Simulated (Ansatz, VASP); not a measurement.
# Si in VASP and in Ansatz

INCAR

```
PREC = Accurate
ENCUT = 520
EDIFF = 1E-6
ISMEAR = -1
SIGMA = 0.08
LREAL = F
LASPH = T
NELM = 80
ALGO = Normal
ISIF = 2
LWAVE = F
LCHARG = T
LELF = T
LVHAR = T
NBANDS = 11
```

File KPOINTS:

```
regular mesh
0
Gamma
  12 12 12
```

The input POSCAR:

```
Si
1.0
    0.0000000000      2.7334537691      2.7334537691
    2.7334537691      0.0000000000      2.7334537691
    2.7334537691      2.7334537691      0.0000000000
Si
2
Direct
    0.5000000000      0.5000000000      0.5000000000
    0.7500000000      0.7500000000      0.7500000000
```

Input for Ansatz:

```yaml
crystal:
  lattice:
    - [0.0, 2.7334537691, 2.7334537691]
    - [2.7334537691, 0.0, 2.7334537691]
    - [2.7334537691, 2.7334537691, 0.0]
  atoms:
    - { symbol: Si, position: [0.5, 0.5, 0.5] }
    - { symbol: Si, position: [0.75, 0.75, 0.75] }
kpoints:
  mp_grid: { grid: [12, 12, 12] }
  band_path:
    path:
      - [0.0, 0.0, 0.0]
      - [0.5, 0.0, 0.5]
      - [0.625, 0.25, 0.625]
      - [0.375, 0.375, 0.75]
      - [0.0, 0.0, 0.0]
      - [0.5, 0.5, 0.5]
      - [0.5, 0.25, 0.75]
      - [0.5, 0.0, 0.5]
    npoints: 5
scf:
  occupations: { method: fermi_dirac, width: 0.08 }
hamiltonian:
  xc: lda
  pseudopotentials: { kind: all_electron, lapw: { basis_error: 0.00025 } }
output:
  forces: true
  stress: true
  eigenvalues: true
```

Change from the starting cell: volume scaled by 1.02.

Alike in both runs: task single point; functional LDA; k mesh 12 × 12 × 12; occupations fermi-dirac, width 0.08 eV; no spin polarisation.

|  | VASP | Ansatz |
| --- | --- | --- |
| version | VASP 6.6.1 | Ansatz 0.2.0 |
| potentials or method | VASP PAW LDA potentials, release 64 (Si) | all-electron LAPW, scalar-relativistic |
| plane-wave cutoff (eV) | 520 | see its input |

Ansatz gave:

- pressure (GPa): -3.3

What did VASP give for the same quantities?

Pressure (GPa): -3.2.

Ansatz ran all-electron here, so the differences hold the error of VASP's frozen core and of both bases.

A k mesh can miss the band edges.
